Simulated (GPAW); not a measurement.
# Ge (Imma) in GPAW: equation of state

Aim: energy against volume of Ge in PBEsol, for its equilibrium volume and stiffness.

Program: GPAW 26.7.0. These are calculated values, not measurements. Logs are shortened: lines on timing, memory, paths and dates and some standing lists are left out, and cuts for length are marked. The log counts tension as positive stress, the text compression.

**1. Starting point**

The structure is orthorhombic, space group Imma (No. 74). Conventional cell: a = 4.992 Å, b = 5.302 Å, c = 2.874 Å, α = 90.00°, β = 90.00°, γ = 90.00°. Ge (site symmetry mm2) is surrounded by 6 Ge at 2.68 to 2.87 Å.

This isn't the form of Ge at room conditions, which is diamond.

**2. Equation of state, PBEsol**

The input, run.py:

```python
from ase import Atoms
from ase.eos import EquationOfState
from ase.io import Trajectory
from ase.units import GPa
from gpaw import GPAW, PW, setup_paths

setup_paths.insert(0, '.')

atoms = Atoms(['Ge', 'Ge'],
              cell=[[-2.495898, 2.650863, 1.436947],
                    [2.495898, -2.650863, 1.436947],
                    [2.495898, 2.650863, -1.436947]],
              scaled_positions=[[0.314057, 0.064057, 0.25],
                                [0.685943, 0.935943, 0.75]],
              pbc=True)

traj = Trajectory('eos.traj', 'w')
volumes, energies = [], []
for x in [0.94, 0.96, 0.98, 1.0, 1.02, 1.04, 1.06]:
    a = atoms.copy()
    a.set_cell(atoms.cell * x**(1 / 3), scale_atoms=True)
    calc = GPAW(mode=PW(600),
                xc='PBEsol',
                kpts={'size': (11, 11, 11), 'gamma': True},
                occupations={'name': 'fermi-dirac', 'width': 0.05},
                nbands=11,
                convergence={'density': 1e-05, 'energy': 1e-05},
                maxiter=150,
                txt=f'eos-{x:.2f}.txt')
    a.calc = calc
    energies.append(a.get_potential_energy(force_consistent=True))
    volumes.append(a.get_volume())
    p = -a.get_stress()[:3].mean() / GPa
    calc.write(f'eos-{x:.2f}.gpw')
    traj.write(a)
    print(f'{x:.2f} {volumes[-1]:10.4f} A^3 {energies[-1]:14.6f} eV {p:9.3f} GPa', flush=True)

v0, e0, B = EquationOfState(volumes, energies, eos='birchmurnaghan').fit()
print(f'V0 = {v0:.4f} A^3, E0 = {e0:.6f} eV, B0 = {B / GPa:.2f} GPa')
```

Potentials or basis: PAW data sets generated in the run's folder for this functional, pw.

Command:

```
> gpaw-setup -f PBEsol Ge
> OMP_NUM_THREADS=1 python run.py
```

Log:

```text
__  _  _
 | _ |_)|_||  |
 |__||  | ||/\| - 26.7.0

Input parameters:
  mode=PW(ecut=600.0),
  convergence={'density': 1e-05, 'energy': 1e-05},
  kpts=MonkhorstPack(size=(11, 11, 11), gamma=True),
  maxiter=150,
  nbands=11,
  occupations=Occupations(name='fermi-dirac', width=0.05),
  xc=XC(name='PBEsol')

Diagonalizing LCAO Hamiltonian
Converting LCAO to pw mode

             Ge

       Ge

Atoms  # Å, Bohr magnetons
|   | symbol |        x |        y |        z |    initial magnetic moments |
|---|--------|----------|----------|----------|-----------------------------|
| 0 |     Ge | 0.000000 | 1.298374 | 0.180335 | ( 0.0000,  0.0000,  0.0000) |
| 1 |     Ge | 2.444947 | 1.298374 | 1.227278 | ( 0.0000,  0.0000,  0.0000) |

Unit cell  # Å
| periodic |         x |         y |         z |  lengths |     angles |
|----------|-----------|-----------|-----------|----------|------------|
|      yes | -2.444947 |  2.596749 |  1.407613 | 3.834351 | 100.767417 |
|      yes |  2.444947 | -2.596749 |  1.407613 | 3.834351 |  94.744414 |
|      yes |  2.444947 |  2.596749 | -1.407613 | 3.834351 | 136.925499 |

Number of symmetries: 4
Symmetry operations  # r_c * U_cc + t_c -> r_c
|   | kind |            matrix            |
|---|------|------------------------------|
| 0 |  σ   |  1, 1, 1,  0, 0,-1,  0,-1, 0 |
| 1 |  E   |  1, 0, 0,  0, 1, 0,  0, 0, 1 |
| 2 |  i   | -1, 0, 0,  0,-1, 0,  0, 0,-1 |
| 3 |  C2  | -1,-1,-1,  0, 0, 1,  0, 1, 0 |

BZ-sampling:
  Number of BZ points: 1331
  Number of IBZ points: 366

  Monkhorst-Pack size: [11, 11, 11]
  Monkhorst-Pack shift: [0, 0, 0]

K-points  # in reciprocal-cell coordinates
|     |                                coordinates |     weight |
|-----|--------------------------------------------|------------|
|   0 | (  0.00000000,   0.00000000,   0.00000000) | 0.00075131 |
|   1 | (  0.00000000,   0.09090909,  -0.09090909) | 0.00150263 |
|   2 | (  0.00000000,   0.18181818,  -0.18181818) | 0.00150263 |
|   3 | (  0.00000000,   0.27272727,  -0.27272727) | 0.00150263 |
|   4 | (  0.00000000,   0.36363636,  -0.36363636) | 0.00150263 |
|   5 | (  0.00000000,   0.45454545,  -0.45454545) | 0.00150263 |
|   6 | (  0.09090909,  -0.45454545,   0.36363636) | 0.00300526 |
|   7 | (  0.09090909,  -0.45454545,   0.45454545) | 0.00150263 |
|   8 | (  0.09090909,  -0.36363636,   0.27272727) | 0.00300526 |
|   9 | (  0.09090909,  -0.36363636,   0.36363636) | 0.00150263 |
| ... |                                            |            |
| 365 | (  0.45454545,   0.45454545,   0.45454545) | 0.00300526 |

Plane wave coefficients: 1216
Cutoff: 600.0 eV

Spin-components: 1 (collinear spins)
Bands:           11
Projectors:      10
Spin-degeneracy: 2
Datatype:        complex128

Parallelization:
  kpt:    1
  domain: 1
  band:   1

Density:
  Valence electrons: 8.0
  Components: 1
  Grid points: [24 24 24]
  Charge: 0.0  # |e|

Potential:
  Grid points: [24 24 24]

species:
  Ge:
    name:    Germanium
    Z:       32.0
    valence: 4
    core:    28
    charge:  0.0  # [|e|]
    compensation charges:
      type: gauss
      rc: 0.32  # [Å]
      lmax: 2
    cutoffs:
      filter: 1.77  # [Å]
      core: 3.42  # [Å]
    projectors
    | kind |    occ | energy [eV] | rcut [Å] |
    |------|--------|-------------|----------|
    |   4s |  2.000 |     -11.738 |    1.005 |
    |   4p |  2.000 |      -3.898 |    1.005 |
    |    s |        |      15.473 |    1.005 |
    |    p |        |      23.314 |    1.005 |
    |    d |        |       0.000 |    1.005 |

    Using partial waves for Ge as LCAO basis

Reference energy: -114111.519876  # eV

eigensolver:
  PPCG
  Converge bands: occupied
  niter=2

density mixing:
  MSR1-Mixer
  Pratt-step length: 0.05
  Maximum mixing coefficient: 0.75
  Old densities: 10
  SVD Regularization: 0.005
  Good broyden scale: 1.0
  Trust region scale: 1.0
  Backstep threshold: 4.0
  History deletion threshold: 6.0
  Fourier metric: weight=20.0, sigma=0.015

occupation numbers:
  Fermi-Dirac:
    width: 0.0500  # eV

poisson solver:
  ecut: 4800.0  # eV

xc functional:
  name: PBEsol with 2 nearest neighbor stencil

convergence criteria:
- Maximum integral of absolute [dens]ity change: 1e-05 electrons / valence electron
- Maximum [total energy] change in last 3 cyles: 1e-05 eV / valence electron
- Maximum integral of absolute [eigenst]ate change: 4e-08 eV^2 / valence electron
maximum number of iterations: 150

SCF iterations
|iter     | |      energy | eigst |  dens |
|---------|-|-------------|-------|-------|
|iter:   1| |   -9.534300 | -0.71 |       |
|iter:   2| |   -9.533526 | -3.07 | -1.18 |
|iter:   3| |   -9.520763 | -3.41 | -1.21 |
|iter:   4| |   -9.519890 | -4.14 | -1.74 |
|iter:   5| |   -9.519866 | -5.60 | -2.76 |
|iter:   6| |   -9.519866c| -7.15 | -3.86 |
|iter:   7| |   -9.519866c| -7.95c| -4.59 |
|iter:   8| |   -9.519866c| -9.18c| -5.29c|

Converged in 8 steps
Energy contributions relative to reference atoms: (reference = -114111.519876)

Energy contributions:
  Kinetic:          21.346127
  Coulomb:         -18.434310
  Zero:             -0.009139
  External:          0.000000
  Xc:              -12.419520
  Entropy:          -0.006048
  Spinorbit:         0.000000
  ----------------------------
  Free energy:      -9.522889
  Extrapolated:     -9.519866

dipole moment: (0.000152, 0.000162, 0.000088)  # |e|*Ang

Fermi level: 8.346
Eigenvalues  # (at kpt = [0.000, 0.000, 0.000])
| band index |      eig [eV] | occ [0-2] |
|------------|---------------|-----------|
|          0 |        -5.309 |     2.000 |
|          1 |         4.747 |     2.000 |
|          2 |         5.801 |     2.000 |
|          3 |         6.280 |     2.000 |
|          4 |        11.609 |     0.000 |
|          5 |        15.667 |     0.000 |
|          6 |        15.971 |     0.000 |
|          7 |        16.740 |     0.000 |
|          8 |        17.083 |     0.000 |
|          9 |        19.152 |     0.000 |
|         10 |        21.299 |     0.000 |

No gap
No difference between direct/indirect transitions

Stress tensor  # eV/Ang^3
|         x |         y |         z |
|-----------|-----------|-----------|
| -0.021877 |  0.000000 |  0.000000 |
|  0.000000 | -0.009302 |  0.000000 |
|  0.000000 |  0.000000 | -0.012022 |

# Writing to eos-0.94.gpw (mode='')
```

It took 8.4 min on 1 thread of Arm Neoverse V2, shared host; peak memory 0.33 GiB.

Results:

- Equilibrium volume: 18.37 Å³/atom
- Bulk modulus at fixed shape and positions: 81 GPa
- Pressure derivative of the bulk modulus: 4.9

Energy against volume, from the lowest point:
```tsv
volume (Å³/atom)	energy (meV/atom)
17.874	3.34
18.254	0.00
18.634	0.79
19.014	5.26
19.395	12.97
19.775	23.55
20.155	36.66
```

Caveat: the cell was scaled at fixed shape and fractional positions, which overstates the stiffness of a crystal with free parameters, most of all of layers and chains.
